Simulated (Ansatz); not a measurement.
# Generalised stacking fault in Ta

These are results of DFT PBE, scalar-relativistic, plane waves, PAW in Ansatz, not measurements. The runs took a 420 eV cutoff, a Γ-centred 22×22×7 mesh and Gaussian smearing (0.15 eV). Spin–orbit coupling is left out, which can shift energies with elements as heavy as these. No spin polarisation. Energies are free energies at this smearing, counted from the undisturbed cell; pressure is positive in compression.

Zero of the scan (relaxed at this level; with this scan's settings it stands at 0.2 GPa):

```
CELL_PARAMETERS angstrom
-1.65939 1.65939 -1.65939
-1.65939 -1.65939 1.65939
0.00000 6.63758 6.63758
ATOMIC_POSITIONS crystal
Ta 0.00000 0.00000 0.87500
Ta 0.50000 0.50000 0.12500
Ta 0.00000 0.00000 0.37500
Ta 0.50000 0.50000 0.62500
```

The cut lies on the cell's a–b face, a (0 1 1) plane (indices in the standard cell, whose axes needn't be the Cartesian ones shown) of area 7.79 Å², between layers 2.35 Å apart. Vector c is tilted by f times 1·a + 1·b (length 3.319 Å) with the atoms' Cartesian places fixed: one unrelaxed fault a cell. The cell is metallic on the mesh throughout.

| f | γ (mJ/m²) |
| --- | --- |
| 0.0000 | 0 |
| 0.1000 | 240 |
| 0.2000 | 847 |
| 0.3000 | 1760 |
| 0.4000 | 2701 |
| 0.5000 | 3125 |

Q: Predict the shear traction, the slope of γ along the slip (GPa) at each point.

A:
```tsv
f	shear traction, the slope of γ along the slip (GPa)
0.0000	0.0
0.1000	13.5
0.2000	23.3
0.3000	30.2
0.4000	23.5
0.5000	0.0
```

Cost: 6 runs of about 15 core-minutes in all, on Intel Xeon Processor @ 2.50GHz (Skylake/Cascade Lake) (shared hosts).